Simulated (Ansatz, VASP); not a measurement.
# CuAu3 in VASP and in Ansatz

```
Cu Au
1.0
     3.98000    0.00000    0.00000
     0.00000    3.98000    0.00000
     0.00000    0.00000    3.98000
Cu Au
1 3
Direct
  0.00000 0.00000 0.00000
  0.00000 0.50000 0.50000
  0.50000 0.00000 0.50000
  0.50000 0.50000 0.00000
```

Alike in both runs: task single point; functional PBEsol; k mesh 4 × 4 × 4; occupations gaussian, width 0.1 eV; no spin polarisation.

|  | VASP | Ansatz |
| --- | --- | --- |
| version | VASP 6.6.1 | Ansatz 0.2.0 |
| potentials or method | VASP PAW PBE potentials, release 64 (Cu, Au) | scalar-relativistic, plane waves, PAW |
| plane-wave cutoff (eV) | 520 | 420 |
| valence electrons in the cell | 44 | 76 |

|  | VASP | Ansatz | Ansatz less VASP |
| --- | --- | --- | --- |
| gap on the k mesh at the Fermi level (eV) | none | none | - |
| pressure (GPa) | -1.1 | -0.9 | +0.23 |

A gap of «none» marks a metal or a gap that the smearing closes. The two sets of potentials don't hold the same shells in valence.

Caveats: the k mesh is coarse (spacing up to 0.39 Å⁻¹), so the values aren't converged; the PAW data sets were made with another functional, which shifts forces and pressure a little (VASP). Spin-orbit coupling is left out, which matters for the levels of Au.
